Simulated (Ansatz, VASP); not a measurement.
## One calculation of Cl2, two programs

```
CELL_PARAMETERS angstrom
12.00000 0.00000 0.00000
0.00000 12.00000 0.00000
0.00000 0.00000 12.00000
ATOMIC_POSITIONS crystal
Cl 0.50000 0.50000 0.41751
Cl 0.50000 0.50000 0.58249
```

Alike in both runs: functional LDA; k mesh 1 × 1 × 1; occupations gaussian, width 0.03 eV; no spin polarisation.

Ansatz relaxed the structure, and its values are those at the end. VASP's run is a single point on that final structure, the one shown.

|  | VASP | Ansatz |
| --- | --- | --- |
| version | VASP 6.6.1 | Ansatz 0.2.0 |
| potentials or method | VASP PAW LDA potentials, release 64 (Cl) | scalar-relativistic, plane waves, PAW |
| plane-wave cutoff (eV) | 520 | 420 |
| valence electrons in the cell | 14 | 14 |

|  | VASP | Ansatz | Ansatz less VASP |
| --- | --- | --- | --- |
| gap on the k mesh at the Fermi level (eV) | 3.03 | 2.99 | -0.035 |
| least direct gap on the mesh (eV) | 3.03 | 2.99 | -0.035 |
| rms of the force components (eV/Å) | 0.099 | 0.000 | -0.0989 |

Expect the measured gap to be larger: semilocal functionals such as LDA lack the derivative discontinuity.
